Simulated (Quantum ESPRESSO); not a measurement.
# Ti under changes of volume

One of the cells (17.636 Å³/atom); the others are scaled copies at fixed shape and fractional positions:

```
CELL_PARAMETERS angstrom
2.95000 0.00000 0.00000
-1.47500 2.55477 0.00000
0.00000 0.00000 4.68000
ATOMIC_POSITIONS crystal
Ti 0.66667 0.33333 0.75000
Ti 0.33333 0.66667 0.25000
```

* Program: Quantum ESPRESSO 7.5
* Functional: LDA
* Potentials or basis: GBRV 1.5 LDA
* Cutoff: 612 eV
* Density cutoff: 4898 eV
* k mesh: 10 × 10 × 6
* Occupations: fermi-dirac, width 0.05 eV
* Spin: no spin polarisation

| volume (Å³/atom) | energy over the lowest point (meV/atom) | pressure (GPa) |
| --- | --- | --- |
| 16.577 | 0.00 | -3.5 |
| 16.930 | 10.26 | -5.8 |
| 17.283 | 25.34 | -7.9 |
| 17.636 | 44.75 | -9.7 |
| 17.988 | ? | ? |
| 18.341 | 95.08 | -13.0 |
| 18.694 | 125.26 | -14.4 |

Problem. What does the run at 17.988 Å³/atom give?

Solution. Energy over the lowest point 68.12 meV/atom; pressure -11.5 GPa.

Worked out: A Birch-Murnaghan fit of order 3 (a polynomial in V^(-2/3)) to the other rows has its minimum at 16.10 Å³/atom, just outside them, with B0 = V·E''(V) = 126 GPa and B' = 3.6 at fixed shape and positions, which overstates the stiffness. It gives 68.10 meV/atom at 17.988 Å³/atom, against the run's 68.12, and -dE/dV = -11.5 GPa, against -11.5.

Energies are extrapolated to zero smearing.
